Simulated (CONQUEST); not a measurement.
# ZrO2 under changes of volume

One of the cells (10.990 Å³/atom); the others are scaled copies at fixed shape and fractional positions:

```xyz
6
Lattice="3.5993 0.0000 0.0000 0.0000 3.5993 0.0000 0.0000 0.0000 5.0901" Properties=species:S:1:pos:R:3 pbc="T T T"
Zr    0.0000    0.0000    0.0000
Zr    1.7996    1.7996    2.5451
O     0.0000    1.7996    1.2725
O     1.7996    0.0000    3.8176
O     0.0000    1.7996    3.8176
O     1.7996    0.0000    1.2725
```

Measurements of this composition are mostly on another form, of space group No. 14.

| Item | Value |
| --- | --- |
| Program | CONQUEST 1.3 |
| Functional | PBE |
| Potentials or basis | PseudoDojo NC PBE, DZ, grid of 40 × 40 × 60 points |
| k mesh | 7 × 7 × 5 |
| Occupations | fermi-dirac, width 0.05 eV |
| Spin | no spin polarisation |

```tsv
volume (Å³/atom)	energy over the lowest point (meV/atom)	pressure (GPa)	gap on the mesh (eV)
10.331	?	?	?
10.551	31.32	16.4	3.20
10.770	12.93	10.5	3.14
10.990	2.97	4.5	3.08
11.210	0.00	-0.2	3.02
11.430	3.88	-5.2	2.96
11.650	14.34	-9.8	2.90
```

Problem. What does the run at 10.331 Å³/atom give?

Solution. Energy over the lowest point 58.86 meV/atom; pressure 23.9 GPa; gap on the mesh 3.26 eV.

Worked out: A Birch-Murnaghan fit of order 3 (a polynomial in V^(-2/3)) to the other rows has its minimum at 11.19 Å³/atom with B0 = V·E''(V) = 255 GPa and B' = 3.1. It gives 58.25 meV/atom at 10.331 Å³/atom, against the run's 58.86, and -dE/dV = 23.0 GPa, against 23.9. A straight line through the other rows of the gap, of slope -3.03 eV per unit of ln V, extrapolates to 3.27 eV, against the run's 3.26.

Energies are extrapolated to zero smearing.

Caveats: the atomic basis is small; an odd mesh through Γ misses points on the zone boundary, where band edges often lie; the basis of atomic orbitals isn't converged, which shifts pressures, moduli and gaps; the real-space grid breaks the cell's symmetry a little (some runs). Spin-orbit coupling on Zr is left out.
